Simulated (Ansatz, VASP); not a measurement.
# InAs (InAs(110)) in two plane-wave programs, part 3 of 3

One calculation is typed for both programs; each brings its own data sets. How far apart do they land? Of the first pair: The structure shown is the end of the VASP relaxation below. Valence electrons are named where the data sets of a main pair hold unlike numbers.

VASP 6.6.1 and Ansatz 0.2.0.

So far: The starting structure; VASP: relaxation, PBE; Ansatz: single point, PBE; Side by side; Further runs; VASP: band structure, PBE.

**7. Ansatz: band structure, PBE**

Level of this step: Ansatz beside VASP: Kohn-Sham DFT, plane waves, PBE (Ansatz).

The same cell, functional, mesh and smearing now go to Ansatz, which takes its cutoff from its data sets.

The input, input.yaml:

```yaml
crystal:
  lattice:
    - [4.3952931561, 0.0, 0.0]
    - [0.0, 6.215883192, 0.0]
    - [0.0, 0.0, 33.5811726245]
  atoms:
    - { symbol: In, position: [0.0, 0.0559073169, 0.2528407223] }
    - { symbol: In, position: [0.5, 0.4826202759, 0.2998672379] }
    - { symbol: In, position: [0.0, 0.9910861688, 0.3698391603] }
    - { symbol: In, position: [0.5, 0.4916577817, 0.4335916011] }
    - { symbol: In, position: [0.0, 0.9954628566, 0.5] }
    - { symbol: In, position: [0.5, 0.4916577817, 0.5664083989] }
    - { symbol: In, position: [0.0, 0.9910861688, 0.6301608397] }
    - { symbol: In, position: [0.5, 0.4826202759, 0.7001327621] }
    - { symbol: In, position: [0.0, 0.0559073169, 0.7471592777] }
    - { symbol: As, position: [0.0, 0.7332723952, 0.3046419051] }
    - { symbol: As, position: [0.5, 0.2648694324, 0.2301803358] }
    - { symbol: As, position: [0.0, 0.7420764103, 0.4349262731] }
    - { symbol: As, position: [0.5, 0.2431654888, 0.3676804455] }
    - { symbol: As, position: [0.0, 0.7420764103, 0.5650737269] }
    - { symbol: As, position: [0.5, 0.2452266032, 0.5] }
    - { symbol: As, position: [0.0, 0.7332723952, 0.6953580949] }
    - { symbol: As, position: [0.5, 0.2431654888, 0.6323195545] }
    - { symbol: As, position: [0.5, 0.2648694324, 0.7698196642] }
hamiltonian:
  xc: pbe
  pseudopotentials: { kind: paw }
kpoints:
  mp_grid: { grid: [6, 4, 1] }
  band_path:
    path:
      - [0.0, 0.0, 0.0]
      - [0.07692, 0.0, 0.0]
      - [0.15385, 0.0, 0.0]
      - [0.26923, 0.0, 0.0]
      - [0.34615, 0.0, 0.0]
      - [0.42308, 0.0, 0.0]
      - [0.5, 0.0, 0.0]
      - [0.5, 0.07692, 0.0]
      - [0.5, 0.19231, 0.0]
      - [0.5, 0.26923, 0.0]
      - [0.5, 0.34615, 0.0]
      - [0.5, 0.46154, 0.0]
      - [0.5, 0.5, 0.0]
      - [0.42308, 0.5, 0.0]
      - [0.30769, 0.5, 0.0]
      - [0.23077, 0.5, 0.0]
      - [0.11538, 0.5, 0.0]
      - [0.03846, 0.5, 0.0]
      - [0.0, 0.5, 0.0]
      - [0.0, 0.38462, 0.0]
      - [0.0, 0.30769, 0.0]
      - [0.0, 0.23077, 0.0]
      - [0.0, 0.11538, 0.0]
      - [0.0, 0.03846, 0.0]
      - [0.03846, 0.03846, 0.0]
      - [0.11538, 0.11538, 0.0]
      - [0.19231, 0.19231, 0.0]
      - [0.30769, 0.30769, 0.0]
      - [0.38462, 0.38462, 0.0]
      - [0.5, 0.5, 0.0]
    npoints: 1
scf:
  occupations: { method: gaussian, width: 0.03 }
  n_extra_bands: 15
efield:
  axis: 3
  dipole_correction: true
  ramp_width: 0.04
output:
  forces: true
  eigenvalues: true
```

Command:

```bash
$ ansatz run input.yaml --threads 8 --pin off --max-ram 18432MiB --backend cpu --events-out ev --progress --plain --runs-dir out
```

Numbers of over 12 decimals in the logs are rounded to 6 here.

The log of the run:

```text
[...]
Crystal: 18 atoms, lattice volume = 917.459 Å³
Basis set: ecut = 420 eV, 17943 PW (Γ), exchange–correlation on 60×90×450 points (8 copies of the dense FFT grid, shifted against one another)
Bands: 141, of which v1, the nominal top of the filled ones, is band 126 counted from 1 (125 counted from 0)
Symmetry: 2 space group operations
[...]
k-point 0: bands = [... 122 lower, 1.7851, 1.8174, 1.9363, 2.0227, 2.2597, 3.0010, 3.4663, 3.7311, ... 11 higher]
  k-point 1: bands = [... 122 lower, 1.5871, 1.5959, 1.6203, 1.6493, 3.1192, 3.1332, 3.3185, 3.3876, ... 11 higher]
  k-point 2: bands = [... 122 lower, 1.1761, 1.2100, 1.2881, 1.3131, 2.9033, 3.0020, 3.2436, 3.3576, ... 11 higher]
  k-point 11: bands = [... 122 lower, 0.9844, 1.0670, 1.3113, 1.3541, 2.8545, 3.2934, 3.3863, 4.1791, ... 11 higher]
[key lines of the parts left out:]
SCF converged after 10 iterations
Free energy (F): -94088.638331 eV
Fermi energy:    2.141238 eV
Dipole field:    D = 0.000029 V/Å  (p = 0.000145 e·Å, saw-weighted, corrected)
Work function:   Φ+ = 4.7079 eV   Φ− = 4.7089 eV
```

Elapsed: 2.1 min, on 8 threads of Arm Neoverse N1, shared host; peak memory 6.5 GiB.

**8. Comparison**

What differs besides the data sets and the points named for the pairs above, as far as they apply: the data sets hold 252 valence electrons in Ansatz (on its default PAW (the set named soft_2) files) and 72 in VASP. Total energies have different zeros and are not compared.

Compared:

| quantity | Ansatz | VASP | difference |
| --- | --- | --- | --- |
| gap over the path points (eV) | 0.237 | 0.258 | -0.021 |

Levels at points of the path, from each program's valence-band top (eV; 4 filled, then empty):

| k (reciprocal lattice) | Ansatz | VASP |
| --- | --- | --- |
| 0.000 0.000 0.000 | -0.24 -0.20 -0.09 0.00 0.24 0.98 1.44 | -0.23 -0.20 -0.09 0.00 0.26 1.00 1.47 |
| 0.077 0.000 0.000 | -0.44 -0.36 -0.21 -0.19 0.70 1.26 1.66 | -0.44 -0.36 -0.21 -0.19 0.72 1.28 1.68 |
| 0.154 0.000 0.000 | -0.68 -0.64 -0.41 -0.27 1.20 1.68 1.89 | -0.67 -0.64 -0.41 -0.27 1.22 1.70 1.91 |
| 0.269 0.000 0.000 | -1.07 -0.94 -0.74 -0.42 1.67 1.82 1.83 | -1.07 -0.94 -0.73 -0.42 1.69 1.84 1.84 |
| 0.346 0.000 0.000 | -1.29 -1.09 -0.85 -0.56 1.42 1.50 2.03 | -1.28 -1.07 -0.84 -0.56 1.44 1.51 2.05 |
| 0.423 0.000 0.000 | -1.36 -1.12 -0.93 -0.72 1.22 1.23 1.98 | -1.35 -1.11 -0.91 -0.71 1.23 1.24 2.00 |
| 0.500 0.000 0.000 | -1.34 -1.09 -0.97 -0.82 1.11 1.16 1.93 | -1.33 -1.08 -0.94 -0.80 1.12 1.17 1.95 |
| 0.500 0.077 0.000 | -1.31 -1.09 -0.96 -0.81 1.16 1.18 1.97 | -1.29 -1.09 -0.93 -0.80 1.17 1.19 1.99 |
| 0.500 0.192 0.000 | -1.18 -1.10 -0.90 -0.79 1.29 1.35 2.01 | -1.17 -1.10 -0.88 -0.77 1.30 1.36 2.03 |
| 0.500 0.269 0.000 | -1.12 -1.08 -0.85 -0.76 1.31 1.42 1.83 | -1.11 -1.08 -0.83 -0.74 1.32 1.44 1.85 |

At this near-relaxed geometry the largest component of a force difference is 73 meV/Å. Among the levels compared at these points, filled levels agree within 22 meV and empty ones within 29 meV. With vacuum in the cell, a pressure given here is an average over mostly empty space and none of the material.

**9. What the set-up changes**

Further runs change the set-up of one program: Ansatz's method, potentials or start, or VASP's data sets, cutoff or form of LDA. The table gives Ansatz less VASP for each quantity, since a change that brings one quantity closer may part another.

| run | r.m.s. force difference (meV/Å) | gap over the path points (eV) |
| --- | --- | --- |
| as above | 17 | -0.021 |
| Ansatz's larger PAW set (cutoff 620 eV) | 17 | -0.021 |

**10. Results**

```yaml
r_m_s_force_difference_single_point_pbe: 17 meV/Å
r_m_s_force_difference_band_structure_pbe: 17 meV/Å
```

The r.m.s. force difference is 17 meV/Å (band structure, PBE), beyond the 12 meV/Å picked in this series as the mark of a large difference. The data sets hold unlike numbers of valence electrons (252 in Ansatz and 72 in VASP), so part of the differences comes from the potentials. For single point, PBE, no further run moves any of the tabulated differences by more than a quarter of its size. For band structure, PBE, no further run moves any of the tabulated differences by more than a quarter of its size. 2 further runs of this series are not shown here. How closely two codes agree says nothing of how well the functional describes the real material.

[Lines on the potential files, build, host, timing and source positions are cut from VASP's logs without a mark.]

[Logs are printed without paths, hosts, clocks, repeated set-up lines and the standing remarks that a program may print on its own settings, such as how far it seeks lower states.]

[Hosts, paths, dates, database ids (printed as entryN), source tags and the programs' standing remarks are cut or masked in the printed files.]
